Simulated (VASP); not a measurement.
AlP:

```
Al P
1.0
     0.00000    2.73570    2.73570
     2.73570    0.00000    2.73570
     2.73570    2.73570    0.00000
Al P
1 1
Direct
  0.00000 0.00000 0.00000
  0.25000 0.25000 0.25000
```

Program: VASP 6.6.1. Alike in all runs: task band structure; no spin polarisation; cell as given; k mesh 8 × 8 × 8; cutoff (eV) 520; smearing gaussian 0.03 eV.

Task: Order these runs on this cell by their band gap on the k mesh, lowest first.
A. level r2SCAN; potentials or basis VASP PAW PBE potentials, release 64 (Al, P)
B. level LDA; potentials or basis VASP PAW LDA potentials, release 64 (Al, P)
C. level TB-mBJ; potentials or basis VASP PAW PBE potentials, release 64 (Al, P)

Result: B (1.45 eV), A (1.92 eV), C (2.42 eV).

Runs at the PBE level aren't shown here.
